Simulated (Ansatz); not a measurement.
Rows from a G0W0 calculation on SiC (Moissanite) (Ansatz 0.2.0; G0W0 on PBE, plane waves, PAW; PAW set soft_1; 6×6×2 mesh, 518 empty bands, screening to 150 eV, PAW set soft_1 files), in eV. Spin-orbit coupling is left out.

```
row      Σx     Σc     Vxc     Z
  A   -9.15  -4.85  -14.51  0.80
  B   -7.43  -4.11  -11.80  0.82
  C   -7.56  -3.99  -11.78  0.81
  D   -9.06  -4.90  -14.46  0.80
  E  -18.34   1.98  -15.76  0.79
  F  -18.61   2.31  -15.61  0.78
```

Question: Which rows are filled states and which are empty ones, and how can one tell?

Filled: E and F. Empty: A, B, C and D. The sign of Σc tells: for a filled state bare exchange, which holds its interaction with itself, lies below Vxc (Σx − Vxc is -2.6 eV or lower here) and screening gives part back as a positive Σc. For an empty state Σx lies above Vxc (+4.2 eV or more) and the Coulomb hole leaves Σc negative.

[Paths, hosts, dates, memory and timing lines, banners, echoed tables and standing remarks are left out of the program output.]

[Logs are printed without paths, hosts, clocks, repeated set-up lines and the standing remarks that a program may print on its own settings, such as how far it seeks lower states.]

[Runs of the session that timed out or met a known fault of the program may be left out.]

[Cells called generated may have been cut or substituted from an entry of the Crystallography Open Database or the Materials Project.]

[Hosts, paths, dates, database ids (printed as entryN), source tags and the programs' standing remarks are cut or masked in the printed files.]
